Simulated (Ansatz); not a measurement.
Calculated ¹⁷O NMR of the central transition for SiO₂

Cell: a computed structure from the Materials Project (it need not be an observed phase).

Space group I-42m (No. 121); a = 12.9581, c = 5.1360 Å.

```
site  Wyckoff  site symmetry       x       y       z
 Si1       8i            ..m  0.1998  0.1998  0.7289
 Si3       8g            .2.  0.1544  0.0000  0.5000
  O9       8i            ..m  0.4206  0.4206  0.8328
 O10      16j              1  0.5752  0.2775  0.8105
 O11       8i            ..m  0.2339  0.2339  0.0184
```

One atom of each set is listed; the run and its k-mesh use a cell of 24 atoms with edges of 9.52, 9.52, 9.52 Å.

Computed with Ansatz: DFT, PBE, plane waves and PAW (field gradients read without the response of the frozen cores, which leaves them typically 4 to 6 % off), scalar-relativistic, 420 eV cutoff, Γ-centred 4×4×4 k-points, Fermi–Dirac smearing 0.02 eV.

¹⁷O has I = 5/2 and Q = -25.58 mb (Pyykkö 2018); at 28.2 T its Larmor frequency is ν₀ = 162.8 MHz. Only the quadrupole interaction is simulated: positions count from each site's isotropic chemical shift, and J coupling is left out, as are shift anisotropy and dipolar coupling, which fast spinning averages.

Simulated pattern of one O site (fast magic-angle spinning, Gaussian broadening 0.1 kHz):

| offset (kHz) | height |
| --- | --- |
| -4.161 | 0 |
| -3.995 | 3 |
| -3.828 | 5 |
| -3.661 | 5 |
| -3.494 | 5 |
| -3.327 | 6 |
| -3.160 | 6 |
| -2.994 | 6 |
| -2.827 | 6 |
| -2.660 | 11 |
| -2.493 | 73 |
| -2.326 | 58 |
| -2.159 | 44 |
| -1.992 | 39 |
| -1.826 | 37 |
| -1.659 | 36 |
| -1.492 | 37 |
| -1.325 | 38 |
| -1.158 | 41 |
| -0.991 | 47 |
| -0.824 | 60 |
| -0.658 | 100 |
| -0.491 | 33 |
| -0.324 | 0 |

(1) Which |C_Q| and η does the pattern imply?

Answers

(1) The pattern spans 3.50 kHz before broadening and its centre of gravity is at -1.61 kHz, which fixes P_Q; the places of the horns and steps fix η. That gives P_Q = 6.61 MHz, |C_Q| = 6.60 MHz and η = 0.05, the values that the calculation gives site O11 (2 Si at 1.61–1.63 Å, angle 154°). The other sites have |C_Q| = 5.20, 5.64 MHz. The sign of C_Q can't be read from the pattern.

At O11 V_zz runs parallel to the line that joins its two neighbours (within 1°).
